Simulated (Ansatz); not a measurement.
Here are 5 structures of NaI, each relaxed with r2SCAN (the plane-wave code Ansatz). Computed values for non-magnetic cells; some structures come from databases, others from prototypes and may be hypothetical.

- CsCl type: the symmetry is Pm-3m (No. 221, cubic); conventional cell a = 4.041 Å, 32.98 Å³ an atom. Na is surrounded by 8 I at 3.50 Å; I is surrounded by 8 Na at 3.50 Å.
- NiAs type: space group P6_3/mmc (No. 194), hexagonal; a = 4.505 Å, c = 7.676 Å in the conventional setting, 33.72 Å³ an atom. Na is surrounded by 6 I at 3.23 Å; I is surrounded by 6 Na at 3.23 Å.
- rocksalt: the symmetry is Fm-3m (No. 225, cubic); conventional cell a = 6.459 Å, 33.69 Å³ an atom. Around Na lie 6 I at 3.23 Å; around I lie 6 Na at 3.23 Å.
- wurtzite (relaxed to P6_3/mmc): space group P6_3/mmc (No. 194), hexagonal; conventional cell a = 5.417 Å, c = 6.459 Å, 41.03 Å³ an atom. Na has 5 I at 3.13–3.23 Å; I has 5 Na at 3.13–3.23 Å.
- zincblende: it is cubic, F-43m (No. 216); conventional cell a = 7.086 Å, 44.48 Å³ an atom. Around Na lie 4 I at 3.07 Å; around I lie 4 Na at 3.07 Å.

Question: Order them by r2SCAN energy an atom, lowest first.
A. wurtzite (relaxed to P6_3/mmc)
B. CsCl type
C. NiAs type
D. rocksalt
E. zincblende

Answer: D (0 meV/atom), C (13 meV/atom), A (52 meV/atom), E (84 meV/atom), B (176 meV/atom).

Question: What gaps does HSE06 give on these cells?

Answer: CsCl type: 3.24 i (M → Γ); NiAs type: 4.60 d (Γ); rocksalt: 4.69 d (Γ); zincblende: 4.81 d (Γ) (eV; d direct, i indirect).

Question: What gaps does PBE give on these cells?

Answer: CsCl type: 2.30 i (M → Γ); NiAs type: 3.57 d (Γ); rocksalt: 3.66 d (Γ); wurtzite (relaxed to P6_3/mmc): 3.56 d (Γ); zincblende: 3.83 d (Γ) (eV; d direct, i indirect).

Spin-orbit coupling is left out, which matters wherever the heavy atoms make up the band edges.

The meshes of the hybrids are coarse, so their gaps aren't converged to the digits shown.
